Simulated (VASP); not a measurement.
All values below come from PBE GGA with D3 dispersion (zero damping), VASP's PBE PAW potentials (set 64) (plane waves; VASP).

Input for VASP

POSCAR:
```
CsBr
1.0
  4.3900133867   0.0000000000   0.0000000000
  0.0000000000   4.3900133867   0.0000000000
  0.0000000000   0.0000000000   4.3900133867
Cs Br
1 1
direct
  0.0000000000   0.0000000000   0.0000000000
  0.5000000000   0.5000000000   0.5000000000
```

### KPOINTS
```
Automatic mesh
0
Gamma
6 6 6
0 0 0
```

**INCAR**
```
ALGO  =  Normal
EDIFF  =  1E-6
EDIFFG  =  -0.01
ENCUT  =  520
GGA  =  PE
IBRION  =  2
ISIF  =  3
ISMEAR  =  0
IVDW  =  11
LASPH  =  .TRUE.
LCHARG  =  .FALSE.
LMAXMIX  =  4
LREAL  =  .FALSE.
LWAVE  =  .FALSE.
NELM  =  100
NSW  =  60
PREC  =  Accurate
SIGMA  =  0.05
SYSTEM  =  CsBr
```

POTCAR, in this order: Cs_sv Br (PBE.64 set). Program: vasp_std.

Output

**OSZICAR**
```
       N       E                     dE             d eps       ncg     rms          rms(c)
DAV:   1     0.978908844915E+02    0.97891E+02   -0.65805E+03   480   0.112E+03
DAV:   2     0.962605492728E+00   -0.96928E+02   -0.90339E+02   724   0.175E+02
DAV:   3    -0.623451282744E+01   -0.71971E+01   -0.71800E+01   592   0.565E+01
DAV:   4    -0.630724955833E+01   -0.72737E-01   -0.72713E-01   544   0.676E+00
DAV:   5    -0.630788577412E+01   -0.63622E-03   -0.63606E-03   616   0.617E-01    0.180E+00
DAV:   6    -0.606188179995E+01    0.24600E+00   -0.37430E-01   548   0.305E+00    0.110E+00
DAV:   7    -0.602089722439E+01    0.40985E-01   -0.18479E-01   600   0.219E+00    0.592E-01
DAV:   8    -0.602379395081E+01   -0.28967E-02   -0.13033E-02   540   0.810E-01    0.964E-02
DAV:   9    -0.602426366763E+01   -0.46972E-03   -0.23998E-03   572   0.301E-01    0.801E-02
DAV:  10    -0.602431480730E+01   -0.51140E-04   -0.16547E-04   556   0.105E-01    0.115E-02
DAV:  11    -0.602432089960E+01   -0.60923E-05   -0.33664E-05   572   0.366E-02    0.473E-03
DAV:  12    -0.602432088997E+01    0.96258E-08   -0.74249E-06   556   0.170E-02
   1 F= -.65549178E+01 E0= -.65549178E+01  d E =-.655492E+01
```

**OUTCAR**
```
------------------------ aborting loop because EDIFF is reached ----------------------------------------
 Edisp (eV)   -0.53060
  FORCE on cell =-STRESS in cart. coord.  units (eV):
  Direction    XX          YY          ZZ          XY          YZ          ZX
  --------------------------------------------------------------------------------------
  Total       0.00972     0.00972     0.00972     0.00000     0.00000    -0.00000
  in kB       0.18400     0.18400     0.18400     0.00000     0.00000    -0.00000
  external pressure =        0.18 kB  Pullay stress =        0.00 kB
  volume of cell :       84.61
      direct lattice vectors                 reciprocal lattice vectors
     4.390013387  0.000000000  0.000000000     0.227789738  0.000000000  0.000000000
     0.000000000  4.390013387  0.000000000     0.000000000  0.227789738  0.000000000
     0.000000000  0.000000000  4.390013387     0.000000000  0.000000000  0.227789738
 POSITION                                       TOTAL-FORCE (eV/Angst)
 -----------------------------------------------------------------------------------
      0.00000      0.00000      0.00000         0.000000      0.000000      0.000000
      2.19501      2.19501      2.19501         0.000000      0.000000      0.000000
 -----------------------------------------------------------------------------------
    total drift:                                0.000000      0.000000      0.000000
  FREE ENERGIE OF THE ION-ELECTRON SYSTEM (eV)
  ---------------------------------------------------
  free  energy   TOTEN  =        -6.5549177789 eV

  energy  without entropy=       -6.5549177789  energy(sigma->0) =       -6.55491778

 reached required accuracy - stopping structural energy minimisation
```
(Selected blocks of OUTCAR.)

### OUTCAR
```
 val. band max:       -0.6286540482   @ k =   0.5000   0.5000   0.0000

 cond. band min:       3.6130318386   @ k =   0.0000   0.0000   0.0000


 Fermi energy:        -0.3275354363

 k-point     1 :       0.0000    0.0000    0.0000
  band No.  band energies     occupation
      1     -20.5275      2.00000
      2     -12.9213      2.00000
      3      -7.1482      2.00000
      4      -7.1482      2.00000
      5      -7.1482      2.00000
      6      -0.6524      2.00000
      7      -0.6524      2.00000
      8      -0.6524      2.00000
      9       3.6130      0.00000
     10       4.3370      0.00000
     11       4.3370      0.00000
     12       8.2516      0.00000

 k-point     2 :       0.1667    0.0000    0.0000
  band No.  band energies     occupation
      1     -20.5178      2.00000
      2     -12.9217      2.00000
      3      -7.2385      2.00000
      4      -7.1285      2.00000
      5      -7.1285      2.00000
      6      -1.0127      2.00000
      7      -0.6904      2.00000
      8      -0.6904      2.00000
      9       4.2158      0.00000
     10       4.5023      0.00000
     11       4.8798      0.00000
     12       8.1076      0.00000

 k-point     3 :       0.3333    0.0000    0.0000
  band No.  band energies     occupation
      1     -20.4983      2.00000
      2     -12.9235      2.00000
      3      -7.4053      2.00000
      4      -7.0883      2.00000
      5      -7.0883      2.00000
      6      -1.5825      2.00000
      7      -0.7691      2.00000
      8      -0.7691      2.00000
      9       4.9353      0.00000
     10       5.4850      0.00000
     11       6.0889      0.00000
     12       7.9649      0.00000

 k-point     4 :       0.5000    0.0000    0.0000
  band No.  band energies     occupation
      1     -20.4884      2.00000
      2     -12.9250      2.00000
      3      -7.4824      2.00000
      4      -7.0679      2.00000
      5      -7.0679      2.00000
      6      -1.8224      2.00000
...
```

Unless said otherwise, spin-orbit coupling is left out, though it shifts the bands of the heavy elements here.

The compound is CsBr in the CsCl type structure. It was relaxed first, which changed the volume by +7 %. The start is the result of an earlier pass.
